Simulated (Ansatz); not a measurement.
The reference is RuO2 in the rutile structure (space group P4_2/mnm, No. 136; a = 4.5234 Å, c = 3.1190 Å). Axes: x, y, z lie along a, b, c of the conventional cell.

Computed with DFT with PBE, PAW potentials and a 420 eV plane-wave cutoff in Ansatz (a program for electronic structure), no SOC.

Before the change:

- Pressure: 0.0 GPa
- Shortest interatomic distance: 1.955 Å

The change: biaxial strain −1.25 %, plane normal [001], relaxed out of plane (Cartesian); in-plane vectors clamped, the third vector and the atoms free.

**Question.** What happens to the pressure?

**Answer.** The pressure (mean of the normal stresses, compression positive) goes from zero to 3.5 GPa.

**Question.** Estimate the effect on the shortest interatomic distance.

**Answer.** The shortest interatomic distance falls by 0.017 Å (1.955 Å → 1.938 Å).

No phonon test of stability was made. No Hubbard U is applied, and correlation can decide whether such a compound is a metal. The final runs are not spin-polarised.
